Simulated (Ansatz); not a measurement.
Zr: an elastic constant from a strain scan

Level of theory: DFT PBE, scalar-relativistic, plane waves, PAW (Ansatz). The runs took a 420 eV cutoff, a Γ-centred 18×18×10 mesh and Gaussian smearing (0.15 eV). No spin polarisation. Energies are free energies at this smearing, counted from the undisturbed cell; pressure is positive in compression.

Zero of the scan (as given, not relaxed at this level; it stands at 0.5 GPa):

```
CELL_PARAMETERS angstrom
3.23200 0.00000 0.00000
-1.61600 2.79899 0.00000
0.00000 0.00000 5.14700
ATOMIC_POSITIONS crystal
Zr 0.33333 0.66667 0.25000
Zr 0.66667 0.33333 0.75000
```

The cell is strained by ε times the Voigt pattern (0, 0, 0, 0, 1, 0) (xx, yy, zz, yz, xz, xy; engineering shear) with fractional coordinates fixed. The cell holds 2 atoms in V0 = 46.56 Å³. The stress column is τ = (1/V0) dE/dε, got from the stress tensor σ (compression positive) at each point as −det(1 + εP) σ : P(1 + εP)⁻¹, with P the pattern as a tensor.

| ε | ΔE (meV/atom) | τ (GPa) |
| --- | --- | --- |
| -0.0525 | 5.210 | -1.365 |
| -0.0450 | 3.828 | -1.170 |
| -0.0375 | 2.659 | -0.976 |
| -0.0300 | 1.702 | -0.781 |
| -0.0225 | 0.957 | -0.586 |
| -0.0150 | 0.426 | -0.390 |
| -0.0075 | 0.106 | -0.195 |
| 0.0000 | 0.000 | 0.000 |
| 0.0075 | 0.106 | 0.195 |
| 0.0150 | 0.426 | 0.390 |
| 0.0225 | 0.957 | 0.586 |
| 0.0300 | 1.702 | 0.781 |
| 0.0375 | 2.659 | 0.976 |
| 0.0450 | 3.828 | 1.170 |
| 0.0525 | 5.210 | 1.365 |
| 0.0600 | ? | ? |

**Question.** Which combination of elastic constants does this scan measure, and how large is it?

**Answer.** For small ε, τ = τ0 + Kε with K = pᵀCp, which for this pattern is C55 in the Cartesian frame shown. The parabola through τ at ε = -0.0075, 0 and 0.0075 has slope K = 26.0 GPa at zero. The energies per cell, E = NΔE, of the same two points give K = 2[E(ε₊)/ε₊ − E(ε₋)/ε₋]/[(ε₊ − ε₋)V0] = 26.0 GPa, in agreement. These are clamped-ion values.

**Question.** Predict the withheld row at ε = 0.0600 from the harmonic law, and compare.

**Answer.** ΔE = V0(τ0 ε + Kε²/2)/N = 6.809 meV/atom and τ = 1.56 GPa. The calculation gives 6.803 meV/atom and 1.56 GPa, a miss of 0.01 meV/atom at most, so the harmonic law still holds here.

In a metal these slopes depend on the k mesh and the smearing.